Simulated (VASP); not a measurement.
# KI: restarted molecular dynamics, 2 variants

KI, Cmcm (no. 63), 8 atoms in the cell. PBE, molecular dynamics; PAW potentials I, K_pv (PBE set).

| Restart from | Temperature at the end (K) | The same without a restart (K) | Potential energy at the end (eV/atom) | The same without a restart (eV/atom) | Electronic steps in the first step after the restart | Time (s) |
|---|---|---|---|---|---|---|
| CONTCAR with velocities, WAVECAR read | 453.0 | 453.0 | -2.67553 | -2.67553 | 4 | 433 |
| CONTCAR with velocities, no WAVECAR | 453.0 | 453.0 | -2.67553 | -2.67553 | 15 | 391 |

Limits: 120 fs of 8 atoms are too short for converged averages; the cell is only 5.0 Å across, so each atom moves in step with near copies of itself.

## Input of the first row

INCAR.step1:
```
SYSTEM = KI
GGA = PE
PREC = Normal
ENCUT = 200
EDIFF = 1E-6
NELMIN = 4
NELM = 60
ALGO = Normal
LREAL = Auto
LASPH = .True.
ISMEAR = 0
SIGMA = 0.05
ISYM = 0
LWAVE = .True.
LCHARG = .False.
IBRION = 0
NSW = 30
POTIM = 2.0
TEBEG = 600
ISIF = 2
RANDOM_SEED = 11407 0 0
MDALGO = 2
SMASS = 0
KPAR = 2
```

INCAR.step2, as INCAR.step1 but for:
```
- LWAVE = .True.
+ LWAVE = .False.
```

KPOINTS:
```
k-points
0
Monkhorst-Pack
  2 2 2
```

POSCAR.step1:
```
KI
1.0
    5.0253200000      0.0000000000      0.0000000000
    0.0000000000      8.5104540000      0.0000000000
    0.0000000000      0.0000000000      8.6765890000
I K
4 4
Direct
    0.5000000000      0.3402300000      0.7500000000
    0.5000000000      0.6597700000      0.2500000000
    0.0000000000      0.8402300000      0.7500000000
    0.0000000000      0.1597700000      0.2500000000
    0.5000000000      0.0000000000      0.0000000000
    0.5000000000      0.0000000000      0.5000000000
    0.0000000000      0.5000000000      0.0000000000
    0.0000000000      0.5000000000      0.5000000000
```

Commands (each step's output is kept before the next begins):
```
cat potpaw_PBE.64/I/POTCAR potpaw_PBE.64/K_pv/POTCAR > POTCAR
cp INCAR.step1 INCAR
cp POSCAR.step1 POSCAR
mpirun -np 2 vasp_std > vasp.out
cp CONTCAR POSCAR
cp INCAR.step2 INCAR
mpirun -np 2 vasp_std > vasp.out
```

Changes of the last row against the first:
```
(step 1)
- LWAVE = True
+ LWAVE = False
```

VASP 6.6.1 took 433 s on 2 cores (AMD EPYC 7R43 (Zen 3)), a shared host.
